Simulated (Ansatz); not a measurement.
Crystal: BeTe.

```
Te Be
1.0
     0.00000    2.77000    2.77000
     2.77000    0.00000    2.77000
     2.77000    2.77000    0.00000
Te Be
1 1
Cartesian
  4.1550 4.1550 4.1550
  0.0000 0.0000 0.0000
```

Base run:

| Property | Result |
| --- | --- |
| Program | Ansatz 0.2.0 |
| Functional | PBE |
| Potentials or basis | Ansatz PAW |
| Cutoff | 420 eV (not typed: the program's choice for these potentials) |
| k mesh | 6 × 6 × 6 |
| Occupations | fermi-dirac, width 0.05 eV |
| Spin | spin-orbit coupling, no magnetisation |

Its results: band gap on the k mesh 1.57 eV, indirect (least direct gap 3.25 eV); pressure 4.3 GPa.

**Question.** The run is repeated on the same cell with these changes: functional from PBE to LDA. What comes out?

**Answer.** Band gap on the k mesh 1.46 eV, indirect (least direct gap 3.23 eV); pressure 0.6 GPa.

LDA binds more tightly than PBE, so the same cell stands under less pressure.

Caveats: the PAW data sets come from PBE, with cores solved anew for the run's functional, which leaves a small shift of forces and pressure (some runs).
